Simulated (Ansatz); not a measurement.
Run this with Ansatz 0.2.0 through its Python package and show what comes out.

`dfpt_au.py`:
```python
from pathlib import Path

import ansatz as az
import numpy as np


def main() -> None:
    system = (
        az.Lattice.of([-1.657269, 1.657269, 1.657269], [1.657269, -1.657269, 1.657269], [1.657269, 1.657269, -1.657269])
        .atom("Au", [0.0, 0.0, 0.0])
    )

    calculation = (
        system.calculation()
        .functional(az.Functional.PBESOL)
        .basis(35 * az.Ry)
        .occupations("fermi_dirac")
        .kpoints(14, 14, 14)
        .phonons("dfpt", points=[(0, 0, 0), (0.5, 0.5, 0)])
    )
    outcome = calculation.run(threads=1, backend="cpu", runs_dir="runs")
    ph = outcome.phonons

    for q in ph.qpoints:
        thz = np.asarray(q.omega_inv_cm) / 33.35641
        print("q = ({:.2f}, {:.2f}, {:.2f})".format(*q.q_frac), np.round(thz, 2) + 0.0, "THz")


if __name__ == "__main__":
    main()
```

`python dfpt_au.py` gives:
```text
RunWarning: eigensolver did not converge (k=79): 1 band(s) unlocked after 20 sweeps at ethr=1.00e-12 eV (lowest unlocked band 13, counted from 0; max residual 3.49e-6 eV among the unlocked bands, 3.49e-6 eV over every band); it also stands for any lines of this kind, at other spin channels or k-points, that are folded [...]
q = (0.00, 0.00, 0.00) [0. 0. 0.] THz
q = (0.50, 0.50, 0.00) [0.23 2.29 3.77] THz
```
(Warnings from the package without file and line, shortened.)

Caveats:
- The cell isn't relaxed first, so the values belong to this volume.
- Spin-orbit coupling, which matters for elements this heavy, is left out.
- This isn't the structure that Au takes at ambient conditions.
- The structure is taken as given; imaginary modes can come from an unrelaxed or unstable start. Phonons of metals also depend on mesh and smearing.
- Hardware and time: 26 s on 1 thread of Intel(R) Xeon(R) 6975P-C (Granite Rapids), on a shared host, peak memory 0.84 GiB.

(Lines on the test bed's own set-up are left out of the output.)
